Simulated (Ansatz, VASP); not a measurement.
# Two plane-wave programs on PbO

```
CELL_PARAMETERS angstrom
3.10759 0.00000 0.00000
0.00000 3.10759 0.00000
0.00000 0.00000 3.10759
ATOMIC_POSITIONS crystal
Pb 0.00000 0.00000 0.00000
O 0.50000 0.50000 0.50000
```

Alike in both runs: functional PBE; k mesh 12 × 12 × 12; occupations fermi-dirac, width 0.05 eV; no spin polarisation.

Ansatz relaxed the structure, and its values are those at the end. VASP's run is a single point on that final structure, the one shown.

|  | VASP | Ansatz |
| --- | --- | --- |
| version | VASP 6.6.1 | Ansatz 0.2.0 |
| potentials or method | VASP PAW PBE potentials, release 64 (Pb_d, O) | PAW with Ansatz's default frozen-core files, scalar-relativistic |
| plane-wave cutoff (eV) | 520 | 420 |
| valence electrons in the cell | 20 | 20 |

|  | VASP | Ansatz | Ansatz less VASP |
| --- | --- | --- | --- |
| pressure (GPa) | 12.0 | 12.0 | +0.02 |
